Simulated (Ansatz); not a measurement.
A (110) slab of Sn (I4/mmm (No. 139)), 5 planes, outer planes Sn (top) and Sn (bottom), with 5 atoms (Sn5) in a surface cell of A = 11.591 Å², as cut from the bulk:

```
Sn
1.0
     3.41351    0.00000    0.00000
     0.34834    3.39569    0.00000
     0.00000    0.00000   24.14898
Sn
5
Direct
  0.50000 0.50000 0.31057
  0.00000 0.00000 0.40529
  0.50000 0.50000 0.50000
  0.00000 0.00000 0.59471
  0.50000 0.50000 0.68943
```

The calculation used DFT PBEsol, scalar-relativistic, plane waves, PAW (Ansatz). Settings: cutoff 420 eV, Γ-centred mesh 10×10×1 on the computed 5-atom cell, Gaussian smearing of 0.10 eV; no spin polarisation.

Against the same 5 atoms in the bulk, the slab as cut lies 0.820 eV higher and the relaxed slab 0.765 eV higher.

Q: Work out the surface energy before and after relaxation.

A: The slab has two faces, so γ = (E_slab − N·E_bulk)/(2A), the mean of both. As cut: 0.820/(2 × 11.591) = 0.0354 eV/Å², and 1 eV/Å² = 16.02 J/m², so γ = 0.57 J/m². Relaxed: 0.765/(2 × 11.591) = 0.0330 eV/Å² = 0.53 J/m². Relaxation recovers 7 % of the cost of cutting.

Q: What is the ideal work of this cut, per area?

A: Griffith's ideal work is 2γ: 1.13 J/m² if the new faces stay rigid, 1.06 J/m² if they relax. One thickness was run, 5 planes, so γ can still shift with it.

The reference crystal is a form of Sn, which isn't its usual structure.